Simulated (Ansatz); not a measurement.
HfSiO₄: pressure against volume

Reference cell: an entry of the Crystallography Open Database (COD), its atoms then relaxed with PBE in this cell.

Space group I4_1/amd:1 (No. 141); a = 6.5725, c = 5.9632 Å.

| site | Wyckoff | site symmetry | x | y | z |
| --- | --- | --- | --- | --- | --- |
| Hf | 4a | -4m2 | 0.0000 | 0.5000 | 0.2500 |
| Si | 4b | -4m2 | 0.5000 | 0.0000 | 0.2500 |
| O | 16h | .m. | 0.5000 | 0.3147 | 0.8193 |

One atom of each set is listed; the run and its k-mesh use a cell of 12 atoms with edges of 5.52, 5.52, 5.52 Å.

The numbers come from a DFT calculation in Ansatz (PBE, plane waves and PAW, scalar-relativistic, 420 eV cutoff, Γ-centred 7×7×7 k-points, Fermi–Dirac smearing 0.02 eV).

The cell is scaled uniformly, and the ions relax again at each size.

```
V/V₀  pressure (GPa)  gap on the k-mesh (eV)
0.94            24.5                    5.80
0.96            18.0                    5.69
0.98            12.2                    5.58
1.00             7.0                    5.48
1.02             2.3                    5.37
1.04               ?                       ?
1.06            -5.7                    5.16
```

Problem. Estimate the row at V/V₀ = 1.04 and the bulk modulus.

Solution. pressure (GPa): -1.9; gap on the k-mesh (eV): 5.26. Worked: a parabola in ln(V/V₀) through the other 6 rows gives -1.9 GPa there. It crosses zero pressure at V/V₀ = 1.030, the equilibrium volume of this functional, where the bulk modulus is B = −dP/d ln V = 217 GPa. The shape of the cell is held, so in this non-cubic crystal both values are those of uniform scaling, and B is an upper bound to the hydrostatic one. The gap falls as the cell grows, by 0.053 eV per per cent of volume.

PBE gaps are too small, by a third to a half in many semiconductors; their changes with volume are better.
